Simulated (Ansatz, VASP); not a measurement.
One calculation of GaN, two programs

INCAR

```
SYSTEM = GaN
ALGO = Normal ; EDIFF = 1E-6
ENCUT = 520 ; ISIF = 2
ISMEAR = -1 ; LASPH = .TRUE.
LCHARG = .FALSE. ; LMIXTAU = .TRUE.
LREAL = .FALSE. ; LWAVE = .FALSE.
METAGGA = R2SCAN ; NELM = 60
PREC = Accurate ; SIGMA = 0.05
```

Contents of KPOINTS:

```
k-points
0
G
  10 10 10
  0 0 0
```

POSCAR

```
GaN
1.0
    0.0000000000      2.2831553320      2.2831553320
    2.2831553320      0.0000000000      2.2831553320
    2.2831553320      2.2831553320      0.0000000000
Ga N
1 1
Direct
    0.0000000000      0.0000000000      0.0000000000
    0.2500000000      0.2500000000      0.2500000000
```

Contents of input.yaml:

```yaml
crystal:
  lattice:
    - [0.0, 2.283155332, 2.283155332]
    - [2.283155332, 0.0, 2.283155332]
    - [2.283155332, 2.283155332, 0.0]
  atoms:
    - { symbol: Ga, position: [0.0, 0.0, 0.0] }
    - { symbol: "N", position: [0.25, 0.25, 0.25] }
hamiltonian:
  xc: r2scan
  pseudopotentials: { kind: paw }
kpoints:
  mp_grid: { grid: [10, 10, 10] }
scf:
  occupations: { method: fermi_dirac, width: 0.05 }
output:
  forces: true
  stress: true
  eigenvalues: true
  write_density: true
  write_potential: true
  elf: true
  volumetric_format: npy
```

Change from the starting cell: volume scaled by 1.04.

Alike in both runs: task single point; functional r2SCAN; k mesh 10 × 10 × 10; occupations fermi-dirac, width 0.05 eV; no spin polarisation.

|  | VASP | Ansatz |
| --- | --- | --- |
| version | VASP 6.6.1 | Ansatz 0.2.0 |
| potentials or method | VASP PAW PBE potentials, release 64 (Ga_d, N) | Ansatz PAW |
| plane-wave cutoff (eV) | 520 | 500 |
| valence electrons in the cell | 18 | 18 |

VASP gave:

```
gap on the k mesh at the Fermi level (eV) : 1.86
least direct gap on the mesh (eV)         : 1.86
pressure (GPa)                            : -7.1
```

Task: Estimate Ansatz's values.

Result: gap on the k mesh at the Fermi level (eV): 1.86; least direct gap on the mesh (eV): 1.86; pressure (GPa): -8.1.

Caveats: the PAW data sets were made with another functional, which shifts forces and pressure a little (VASP); the PAW data sets come from PBE, with cores solved anew for the run's functional, which leaves a small shift of forces and pressure (Ansatz).
